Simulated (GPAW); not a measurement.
The system is Se.

```
Se
1.0
     4.36620    0.00000    0.00000
    -2.18310    3.78124    0.00000
     0.00000    0.00000    4.95360
Se
3
Cartesian
  1.6910 2.9289 0.0000
  -0.4921 0.8523 3.3024
  0.9841 0.0000 1.6512
```

- Program: GPAW 26.7.0
- Task: relaxation of cell and atoms
- Functional: PBEsol
- Potentials or basis: PAW data sets generated in the run's folder for this functional
- Cutoff: 600 eV
- Basis: pw
- k mesh: 7 × 7 × 6
- Occupations: fermi-dirac, width 0.05 eV
- Spin: no spin polarisation

At the start: pressure 0.2 GPa; volume 27.26 Å³/atom.

Task: How do energy, volume and symmetry change on relaxing?

Result: Over 14 steps the energy falls by 25.5 meV/atom and the volume is 24.00 Å³/atom (-12.0 %); space group P3_121 (No. 152, to 0.05 Å).

The path:
```csv
step,energy change (eV),largest force (eV/Å),pressure (GPa),volume (Å³)
1,0.0000,0.3101,0.21,81.78
2,-0.0042,0.2328,-0.11,81.82
3,-0.0120,0.0092,-1.06,81.75
4,-0.0146,0.0440,-1.27,81.49
5,-0.0273,0.1950,-1.82,79.65
6,-0.0473,0.2940,-1.84,75.79
7,-0.0576,0.2738,-0.77,71.74
8,-0.0629,0.2145,-0.59,72.26
9,-0.0695,0.0179,0.55,72.41
10,-0.0703,0.0170,0.44,72.14
11,-0.0718,0.0470,0.29,71.87
12,-0.0746,0.0684,0.02,71.63
13,-0.0759,0.0475,-0.09,71.76
14,-0.0764,0.0120,-0.05,71.99
```

Final structure:
```yaml
crystal:
  lattice:
    - [4.02572, 0.00000, 0.00000]
    - [-2.01286, 3.48637, 0.00000]
    - [0.00000, 0.00000, 5.12927]
  atoms:
    - { symbol: Se, position: [0.74988, 0.74988, 0.00000] }
    - { symbol: Se, position: [0.00000, 0.25012, 0.66667] }
    - { symbol: Se, position: [0.25012, 0.00000, 0.33333] }
```

Caveat: later steps reuse the first step's grids; the volume moved by -12 % from the deposited cell, more than functionals usually miss.
